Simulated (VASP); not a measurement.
# GaSb (F-43m) in VASP: notebook

The runs below take GaSb through relaxation of cell and atoms, relaxation of the atoms, with LDA.

Everything below comes from runs of VASP 6.6.1. Logs are shortened: lines on timing, memory, paths and dates and some standing lists are left out, and cuts for length are marked.

## (1) Starting point

The structure is cubic, space group F-43m (No. 216). The conventional cell has a = 6.055 Å, b = 6.055 Å, c = 6.055 Å, α = 90.00°, β = 90.00°, γ = 90.00°. Around Ga (site symmetry -43m) lie 4 Sb at 2.62 Å. Sb (site symmetry -43m) is surrounded by 4 Ga at 2.62 Å.

## (2) Relaxation of cell and atoms, LDA

INCAR reads:

```
SYSTEM = GaSb
ALGO = Normal
EDIFF = 1E-7
EDIFFG = -0.005
ENCUT = 600
IBRION = 2
ISIF = 3
ISMEAR = 0
LASPH = .True.
LCHARG = .False.
LREAL = .False.
LWAVE = .False.
NELM = 80
NSW = 90
PREC = Accurate
SIGMA = 0.03
```

KPOINTS reads:

```
k-points
0
Gamma
  10 10 10
  0 0 0
```

POSCAR reads:

```
GaSb                                    
1.0
   -0.0000000000      3.0276660344      3.0276660344
    3.0276660344     -0.0000000000      3.0276660344
    3.0276660344      3.0276660344     -0.0000000000
  Ga              Sb            
     1     1
Direct
     0.0000000000000000    0.0000000000000000    0.0000000000000000
     0.2500000000000000    0.2500000000000000    0.2500000000000000
```

Potentials or basis: VASP PAW LDA potentials, release 64 (Ga_d, Sb).

Command:

```console
cat potpaw_LDA.64/Ga_d/POTCAR potpaw_LDA.64/Sb/POTCAR > POTCAR
mpirun -np 1 vasp_std > vasp.out
```

OUTCAR:

```text
SYSTEM = GaSb
   EDIFF = 1E-7
   EDIFFG = -0.005
   ENCUT = 600
   IBRION = 2
   ISIF = 3
   ISMEAR = 0
   LASPH = .True.
   LREAL = .False.
   NELM = 80
   NSW = 90
   PREC = Accurate

 ion  position               nearest neighbor table
   1  0.000  0.000  0.000-   2 2.62   2 2.62   2 2.62   2 2.62
   2  0.250  0.250  0.250-   1 2.62   1 2.62   1 2.62   1 2.62

  LATTYP: Found a face centered cubic cell.
 ALAT       =     6.0553320688

  Lattice vectors:

 A1 = (   0.0000000000,   3.0276660344,   3.0276660344)
 A2 = (   3.0276660344,   0.0000000000,   3.0276660344)
 A3 = (   3.0276660344,   3.0276660344,   0.0000000000)

Analysis of symmetry for initial positions (statically):
=====================================================================
 Subroutine PRICEL returns:
 Original cell was already a primitive cell.

 Routine SETGRP: Setting up the symmetry group for a
 face centered cubic supercell.

 Subroutine GETGRP returns: Found 24 space group operations
 (whereof 24 operations were pure point group operations)
 out of a pool of 48 trial point group operations.

The static configuration has the point symmetry T_d .

Analysis of symmetry for dynamics (positions and initial velocities):
=====================================================================
 Subroutine PRICEL returns:
 Original cell was already a primitive cell.

 Routine SETGRP: Setting up the symmetry group for a
 face centered cubic supercell.

 Subroutine GETGRP returns: Found 24 space group operations
 (whereof 24 operations were pure point group operations)
 out of a pool of 48 trial point group operations.

The dynamic configuration has the point symmetry T_d .

 Subroutine INISYM returns: Found 24 space group operations
 (whereof 24 operations are pure point group operations),
 and found     1 'primitive' translations

----------------------------------------------------------------------------------------

                                     Primitive cell

  volume of cell :      55.5078

  direct lattice vectors                    reciprocal lattice vectors
     0.000000000  3.027666034  3.027666034    -0.165143709  0.165143709  0.165143709
     3.027666034  0.000000000  3.027666034     0.165143709 -0.165143709  0.165143709
     3.027666034  3.027666034  0.000000000     0.165143709  0.165143709 -0.165143709

  length of vectors
     4.281766368  4.281766368  4.281766368     0.286037295  0.286037295  0.286037295

  position of ions in fractional coordinates (direct lattice)
     0.000000000  0.000000000  0.000000000
     0.250000000  0.250000000  0.250000000

  ion indices of the primitive-cell ions
   primitive index   ion index
                 1           1
                 2           2

----------------------------------------------------------------------------------------

 KPOINTS: k-points

Automatic generation of k-mesh.
 Grid dimensions read from file:
 generate k-points for:   10   10   10

 Generating k-lattice:

  Cartesian coordinates                     Fractional coordinates (reciprocal lattice)
    -0.016514371  0.016514371  0.016514371     0.100000000  0.000000000  0.000000000
     0.016514371 -0.016514371  0.016514371     0.000000000  0.100000000  0.000000000
     0.016514371  0.016514371 -0.016514371     0.000000000  0.000000000  0.100000000

  Length of vectors
     0.028603730  0.028603730  0.028603730

  Shift w.r.t. Gamma in fractional coordinates (k-lattice)
     0.000000000  0.000000000  0.000000000

 Subroutine IBZKPT returns following result:
 ===========================================

 Found     47 irreducible k-points:

 Following reciprocal coordinates:
            Coordinates               Weight
  0.000000  0.000000  0.000000      1.000000
  0.100000  0.000000  0.000000      8.000000
  0.200000  0.000000  0.000000      8.000000
  0.300000  0.000000  0.000000      8.000000
  0.400000  0.000000  0.000000      8.000000
  0.500000  0.000000  0.000000      4.000000
[... 16 lines left out ...]
  0.300000  0.300000  0.000000      6.000000
  0.400000  0.300000  0.000000     24.000000
 [... further k-points ...]
   k-points           NKPTS =     47   k-points in BZ     NKDIM =     47   number of bands    NBANDS=     13
   number of dos      NEDOS =    301   number of ions     NIONS =      2
   total plane-waves  NPLWV =  46656
   dimension x,y,z NGX =    36 NGY =   36 NGZ =   36
   dimension x,y,z NGXF=    72 NGYF=   72 NGZF=   72
   ions per type =               1   1
   NGX,Y,Z   is equivalent  to a cutoff of  13.98, 13.98, 13.98 a.u.
   NGXF,Y,Z  is equivalent  to a cutoff of  27.96, 27.96, 27.96 a.u.
 SYSTEM =  GaSb
   PREC   = accura    normal or accurate (medium, high low for compatibility)
   ISTART =      0    job   : 0-new  1-cont  2-samecut
   ICHARG =      2    charge: 1-file 2-atom 10-const
   ISPIN  =      1    spin polarized calculation?
   LNONCOLLINEAR =      F non collinear calculations
   LSORBIT =      F    spin-orbit coupling
   LASPH  =      T    aspherical Exc in radial PAW
   ENCUT  =  600.0 eV  44.10 Ry    6.64 a.u.   8.55  8.55  8.55*2*pi/ulx,y,z
   NELM   =     80;   NELMIN=  2; NELMDL= -5     # of ELM steps
   EDIFF  = 0.1E-06   stopping-criterion for ELM
   LREAL  =      F    real-space projection
   EDIFFG = -.5E-02   stopping-criterion for IOM
   NSW    =     90    number of steps for IOM
   IBRION =      2    ionic relax: 0-MD 1-quasi-New 2-CG
   NFREE  =      1    steps in history (QN), initial steepest desc. (CG)
   ISIF   =      3    stress and relaxation
   ISYM   =      2    0-nonsym 1-usesym 2-fastsym
   POTIM  = 0.5000    time-step for ionic-motion
   TEBEG  =    0.0;   TEEND  =   0.0 temperature during run
   PSTRESS=    0.0 pullay stress
   NELECT =      18.0000    total number of electrons
   NUPDOWN=      -1.0000    fix difference up-down
   EMIN   =  10.00;   EMAX   =-10.00  energy-range for DOS
   EFERMI =   0.00;   METHOD = LEGACY
   ISMEAR =     0;   SIGMA  =   0.03  broadening in eV -4-tet -1-fermi 0-gaus
   EFERMI_NEDOS =   21; number of points for ismear=-14 and -15
   IALGO  =     38    algorithm
   IMIX   =      4    mixing-type and parameters
     AMIX     =   0.40;   BMIX     =  1.00
     AMIX_MAG =   1.60;   BMIX_MAG =  1.00
  volume/ion in A,a.u.               =      27.75       187.29
  Fermi-wavevector in a.u.,A,eV,Ry     =   1.124728  2.125429 17.211563  1.265014
  Thomas-Fermi vector in A             =   2.261402
   LORBIT       =      0    0 simple, 1 ext, 2 COOP (PROOUT), +10 PAW based schemes
   GGA     = CA    functional components
   LHFCALC =     F    Hartree Fock is set to
   AEXX    =    0.0000 exact exchange contribution
   IVDW    =     0    specifies the selected vdW correction
   LEPSILON=     F    determine dielectric tensor
   LRPA    =     F    only Hartree local field effects (RPA)
 conjugate gradient relaxation of ions
 non-spin polarized calculation
 Gauss-broadening in eV      SIGMA  =   0.03
  energy-cutoff  :      600.00
  volume of cell :       55.51
 maximum number of plane-waves:      1875
 NGX is ok and might be reduce to    36
   NGX = 17   NGY = 17   NGZ = 17

 number of electron      18.0000005 magnetization

 Free energy of the ion-electron system (eV)
  ---------------------------------------------------
  ext. energy  EPLUGINS =         0.00000000
  ---------------------------------------------------
  free energy    TOTEN  =        -8.67220345 eV

  energy without entropy =       -8.67219908  energy(sigma->0) =       -8.67220127

 E-fermi :   5.0546     XC(G=0):  -9.5303

 val. band max:        5.0019955163   @ k =   0.0000   0.0000   0.0000
 cond. band min:       5.0983517196   @ k =   0.0000   0.0000   0.0000
 fundamental gap:      0.0963562032
 Fermi energy:         5.0546282890

 k-point     1 :       0.0000    0.0000    0.0000
  band No.  band energies     occupation
      1     -10.2070      2.00000
      2     -10.2070      2.00000
      3     -10.2070      2.00000
      4     -10.1528      2.00000
      5     -10.1528      2.00000
      6      -6.7332      2.00000
      7       5.0020      1.98690
      8       5.0020      1.98690
      9       5.0020      1.98690
     10       5.0984      0.03929
     11       7.7428      0.00000
     12       7.7428      0.00000
     13       7.7428      0.00000

 k-point     2 :       0.1000    0.0000    0.0000
  band No.  band energies     occupation
      1     -10.2101      2.00000
      2     -10.2057      2.00000
      3     -10.2057      2.00000
      4     -10.1530      2.00000
      5     -10.1530      2.00000
      6      -6.6266      2.00000
      7       3.3962      2.00000
      8       4.8202      2.00000
      9       4.8202      2.00000
     10       6.0067      0.00000
     11       7.9878      0.00000
     12       7.9878      0.00000
     13       8.1519      0.00000

 k-point     3 :       0.2000    0.0000    0.0000
  band No.  band energies     occupation
      1     -10.2180      2.00000
      2     -10.2024      2.00000
      3     -10.2024      2.00000
      4     -10.1533      2.00000
      5     -10.1533      2.00000
      6      -6.3159      2.00000
      7       1.6809      2.00000
      8       4.4499      2.00000
      9       4.4499      2.00000
     10       5.9309      0.00000
     11       8.4522      0.00000
     12       8.4522      0.00000
     13       9.4462      0.00000
[... 305 lines left out ...]
 k-point    23 :       0.3000    0.3000    0.0000
  band No.  band energies     occupation
      1     -10.2411      2.00000
      2     -10.1894      2.00000
      3     -10.1894      2.00000
      4     -10.1611      2.00000
      5     -10.1501      2.00000
      6      -5.5061      2.00000
      7       0.1013      2.00000
      8       2.9286      2.00000
      9       2.9286      2.00000
     10       5.9507      0.00000
     11       7.3039      0.00000
     12      11.3163      0.00000
     13      11.3163      0.00000

 k-point    24 :       0.4000    0.3000    0.0000
  band No.  band energies     occupation
      1     -10.2468      2.00000
      2     -10.1866      2.00000
      3     -10.1860      2.00000
      4     -10.1624      2.00000
      5     -10.1498      2.00000
      6      -5.0593      2.00000
      7      -0.7051      2.00000
      8       2.3900      2.00000
      9       2.7229      2.00000
     10       6.1412      0.00000
     11       7.2110      0.00000
     12      11.2255      0.00000
     13      11.7454      0.00000

 [... further k-points ...]

------------------------ aborting loop because EDIFF is reached ----------------------------------------

  FORCE on cell =-STRESS in cart. coord.  units (eV):
  Direction    XX          YY          ZZ          XY          YZ          ZX
  --------------------------------------------------------------------------------------
  -------------------------------------------------------------------------------------
  Total       -0.0095974     -0.0095974     -0.0095974      0.0000000      0.0000000     -0.0000000
  in kB       -0.2770186     -0.2770186     -0.2770186      0.0000000      0.0000000     -0.0000000
  external PRESSURE =      -0.2770186 kB  Pullay stress =       0.0000000 kB

 VOLUME and BASIS-vectors are now :
 -----------------------------------------------------------------------------
  energy-cutoff  :      600.00
  volume of cell :       55.51
      direct lattice vectors                 reciprocal lattice vectors
     0.000000000  3.027666034  3.027666034    -0.165143709  0.165143709  0.165143709
     3.027666034  0.000000000  3.027666034     0.165143709 -0.165143709  0.165143709
     3.027666034  3.027666034  0.000000000     0.165143709  0.165143709 -0.165143709

 POSITION                                       TOTAL-FORCE (eV/Angst)
 -----------------------------------------------------------------------------------
      0.00000      0.00000      0.00000        -0.000000     -0.000000     -0.000000
      1.51383      1.51383      1.51383         0.000000      0.000000      0.000000
 -----------------------------------------------------------------------------------
    total drift:                               -0.000000     -0.000000     -0.000000

  FREE ENERGIE OF THE ION-ELECTRON SYSTEM (eV)
  ---------------------------------------------------
  free  energy   TOTEN  =        -8.6722034462 eV

  energy  without entropy=       -8.6721990847  energy(sigma->0) =       -8.67220127

 reached required accuracy - stopping structural energy minimisation
```

It took 20 s on 1 thread of Intel Xeon Platinum 8488C (Sapphire Rapids), shared host; peak memory 0.19 GiB.

What came out:

```yaml
Free_energy: -8.6722 eV
Pressure_after_relaxing: 0.0 GPa
Band_gap_on_the_k_mesh: 0.10 eV, direct
```

Final structure:
```yaml
crystal:
  lattice:
    - [0.00000, 3.02767, 3.02767]
    - [3.02767, 0.00000, 3.02767]
    - [3.02767, 3.02767, 0.00000]
  atoms:
    - { symbol: Ga, position: [0.00000, 0.00000, 0.00000] }
    - { symbol: Sb, position: [0.25000, 0.25000, 0.25000] }
```

Levels at points of the mesh, in eV from the valence-band top:
```csv
k point,band 5,band 6,band 7,band 8,band 9,band 10,band 11,band 12,band 13
"(0.00, 0.00, 0.00)",-15.15,-11.74,0.00,0.00,0.00,0.10,2.74,2.74,2.74
"(0.50, 0.00, 0.00)",-15.15,-10.03,-6.56,-1.20,-1.20,0.36,3.71,3.71,6.29
"(0.50, 0.50, 0.00)",-15.15,-9.16,-6.99,-2.69,-2.69,0.80,1.11,8.78,8.78
```

Caveat: the relaxation stopped at its first step, so nothing moved; spin-orbit coupling is left out, which moves the levels of the heavy elements.

## (3) Relaxation of the atoms, LDA (a relaxed cell with its volume scaled by 0.94)

INCAR reads:

```
SYSTEM = GaSb
ALGO = Normal
EDIFF = 1E-7
EDIFFG = -0.01
ENCUT = 600
IBRION = 2
ISIF = 2
ISMEAR = 0
LASPH = .True.
LCHARG = .False.
LREAL = .False.
LWAVE = .False.
NELM = 80
NSW = 40
PREC = Accurate
SIGMA = 0.03
```

KPOINTS is that of step 2.

POSCAR reads:

```
GaSb                                    
1.0
    0.0000000000      2.9658595891      2.9658595891
    2.9658595891      0.0000000000      2.9658595891
    2.9658595891      2.9658595891      0.0000000000
  Ga              Sb            
     1     1
Direct
     0.0000000000000000    0.0000000000000000    0.0000000000000000
     0.2500000000000000    0.2500000000000000    0.2500000000000000
```

Potentials or basis: VASP PAW LDA potentials, release 64 (Ga_d, Sb).

Command:

```console
cat potpaw_LDA.64/Ga_d/POTCAR potpaw_LDA.64/Sb/POTCAR > POTCAR
mpirun -np 1 vasp_std > vasp.out
```

Run time: 20 s. Hardware: 1 thread of Intel Xeon Platinum 8488C (Sapphire Rapids), shared host; peak memory 0.2 GiB.

It converged, with:

```
Free energy             : -8.6326 eV
Pressure after relaxing : 4.0 GPa
Band gap on the k mesh  : 0.50 eV, indirect (least direct gap 0.56 eV)
```

Final structure:
```
Ga Sb
1.0
     0.00000    2.96586    2.96586
     2.96586    0.00000    2.96586
     2.96586    2.96586    0.00000
Ga Sb
1 1
Direct
  0.00000 0.00000 0.00000
  0.25000 0.25000 0.25000
```

Levels at points of the mesh, in eV from the valence-band top:
```csv
k point,band 6,band 7,band 8,band 9,band 10,band 11,band 12,band 13
"(0.00, 0.00, 0.00)",-12.20,0.00,0.00,0.00,0.56,2.72,2.72,2.72
"(0.50, 0.00, 0.00)",-10.33,-6.90,-1.31,-1.31,0.50,3.71,3.71,6.24
"(0.50, 0.50, 0.00)",-9.36,-7.30,-2.92,-2.92,0.72,0.98,9.18,9.18
```

Caveat: the relaxation stopped at its first step, so nothing moved; spin-orbit coupling is left out, which moves the levels of the heavy elements. A k mesh can miss the band edges.

(Continued in part 2 of 2.)
